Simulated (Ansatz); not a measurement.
Phonon dispersion of ZrO2

Level of theory: DFT PBE, scalar-relativistic, plane waves, PAW (Ansatz 0.2.0). Plane waves to 420 eV; Γ-centred k mesh 8×8×8; fixed occupations. No spin polarisation. Phonons by linear response, acoustic sum rule imposed.

The cell, relaxed at this level:
```xyz
3
Lattice="0.0000 2.5579 2.5579 2.5579 0.0000 2.5579 2.5579 2.5579 0.0000" Properties=species:S:1:pos:R:3 pbc="T T T"
Zr    2.5579    2.5579    2.5579
O     3.8369    3.8369    3.8369
O     1.2790    1.2790    1.2790
```

The cell has the fluorite type, in a space group that the Crystallography Open Database lists for this formula; it was reached from a generator's guess.

Force constants from linear response on a 4×4×4 q mesh.

Question: Is the structure dynamically stable on this mesh?

Answer: No: at q = (0.000, -0.500, -0.500) a mode is imaginary, 220i cm⁻¹.

Question: Give the frequencies (cm⁻¹; i marks imaginary ones) at the irreducible q points, in fractions of the reciprocal vectors, the Γ row without the LO field.

Answer:
| q | star | frequencies |
| --- | --- | --- |
| 0.000 0.000 0.000 | 1 | 0 0 0 220 220 220 549 549 549 |
| 0.000 0.000 0.250 | 8 | 97 97 184 295 295 510 524 524 607 |
| 0.000 0.000 -0.500 | 4 | 107 107 239 378 378 484 484 494 564 |
| 0.000 0.250 0.250 | 6 | 92 92 228 228 257 405 545 545 646 |
| 0.000 0.250 -0.500 | 24 | 110 145 218 264 324 347 515 541 631 |
| 0.000 0.250 -0.250 | 12 | 109 139 204 247 404 428 448 558 610 |
| 0.000 -0.500 -0.500 | 3 | 220i 114 114 280 280 343 535 535 663 |
| 0.250 -0.500 -0.250 | 6 | 81i 119 211 244 244 439 439 575 637 |
